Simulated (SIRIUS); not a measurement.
Ge in SIRIUS: the effect of functional

Crystal: Ge.

```
CELL_PARAMETERS angstrom
1.39715 -2.60052 0.00000
1.39715 2.60052 0.00000
0.00000 0.00000 2.69823
ATOMIC_POSITIONS crystal
Ge 0.50000 0.50000 0.00000
```

This isn't the form of Ge at room conditions, which is diamond.

Alike in all runs:

```yaml
Program: SIRIUS 7.10.0
Task: single point
Potentials_or_basis: PseudoDojo 0.4.1 PBE standard (scalar relativistic)
Cutoff: 1078 eV
Density_cutoff: 4311 eV
k_mesh: 9 × 9 × 8
Occupations: fermi-dirac, width 0.05 eV
Spin: no spin polarisation
```

| functional | pressure (GPa) |
| --- | --- |
| LDA | -6.1 |
| PBEsol | -4.0 |
| RPBE | 1.4 |
| revPBE | 0.8 |
| BLYP | ? |
| PW91 | -0.3 |
| AM05 | -4.5 |
| RGE2 | -3.0 |
| N12 | -5.9 |
| B97-D | 5.8 |

What does the run with functional BLYP give?

Pressure 5.1 GPa.

Caveats: the potentials were made for another functional, which shifts forces and pressure.

Runs at the PBE level aren't shown here.
